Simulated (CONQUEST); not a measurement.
Runs of CONQUEST 1.3 on Pb. The structure is cubic, space group Fm-3m (No. 225). Conventional cell: a = 4.950 Å, b = 4.950 Å, c = 4.950 Å, α = 90.00°, β = 90.00°, γ = 90.00°. Pb (site symmetry m-3m) has 12 Pb at 3.50 Å as nearest neighbours. 

```csv
task,level,potentials or basis,spin,fixed moment (μB),cell,k mesh,smearing,other keys,gap on the mesh (eV),pressure (GPa),moment (μB),largest force (eV/Å)
single point,PBE,"PseudoDojo NC PBE, DZP, multi-site functions of range 8 bohr, grid cutoff 120 Ha",off,-,"atoms of the box moved at random, drawn with an rms of 0.05 Å",6 × 6 × 5,methfessel-paxton of order 2 0.1 eV,-,none,4.9,-,0.05
band structure,LDA,"PseudoDojo NC LDA, DZP, grid cutoff 80 Ha","collinear, ferromagnetic start",2,as given,6 × 6 × 4,fermi-dirac 0.05 eV,-,-,-,2.00,-
density of states,PBEsol,"PseudoDojo NC PBEsol, DZ, grid cutoff 120 Ha",off,-,"atoms of the box moved at random, drawn with an rms of 0.05 Å",6 × 6 × 4,fermi-dirac 0.1 eV,-,none,-,-,-
density of states,PBEint,"PseudoDojo NC PBEsol, DZ, grid cutoff 120 Ha",off,-,as given,6 × 6 × 4,fermi-dirac 0.1 eV,-,none,-,-,-
single point,PBE,"PseudoDojo NC PBE, DZP, grid cutoff 80 Ha",off,-,"atoms of the box moved at random, drawn with an rms of 0.05 Å",8 × 8 × 6,fermi-dirac 0.05 eV,-,none,3.1,-,0.04
single point,LDA,"PseudoDojo NC LDA, DZP, grid cutoff 80 Ha","collinear, ferromagnetic start",2,as given,6 × 6 × 4,fermi-dirac 0.05 eV,-,-,2.5,2.00,-
single point,PBE,"PseudoDojo NC PBE, DZP, grid cutoff 200 Ha",off,-,"atoms of the box moved at random, drawn with an rms of 0.05 Å",8 × 8 × 6,fermi-dirac 0.05 eV,-,none,3.3,-,0.24
single point,LDA-VWN,"PseudoDojo NC LDA, DZ, grid cutoff 100 Ha",off,-,volume scaled by 1.15,6 × 6 × 5,methfessel-paxton of order 1 0.1 eV,SC.MaxPulay = 12,none,(a),-,-
single point,PBE,"PseudoDojo NC PBE, DZP, grid cutoff 150 Ha",off,-,"atoms of the box moved at random, drawn with an rms of 0.05 Å",8 × 8 × 6,fermi-dirac 0.05 eV,-,none,3.2,-,0.16
single point,LDA,"PseudoDojo NC LDA, DZP, grid cutoff 100 Ha","collinear, ferrimagnetic start",-,edges of the box strained at random at fixed volume,7 × 6 × 5,fermi-dirac 0.027 eV,-,none,-0.8,0.00,-
```

Fill in the values left out.

(a) -5.0.

Caveats: the basis of atomic orbitals isn't converged, which shifts pressures, moduli and gaps; the atomic basis is small (some runs); the total moment is fixed, so each spin has its own Fermi level (some runs); the box holds several primitive cells, so bands are folded and the points are those of the box's own zone (some runs); multi-site functions contract the basis, which raises the energy a little and makes forces and stress less exact (some runs); the potentials were made for another functional, which shifts forces and pressure (some runs); the real-space grid breaks the cell's symmetry a little (some runs).

A k mesh can miss the band edges, and the runs leave out spin-orbit coupling on Pb.

A gap of «none» marks a metal or a gap under the smearing width.
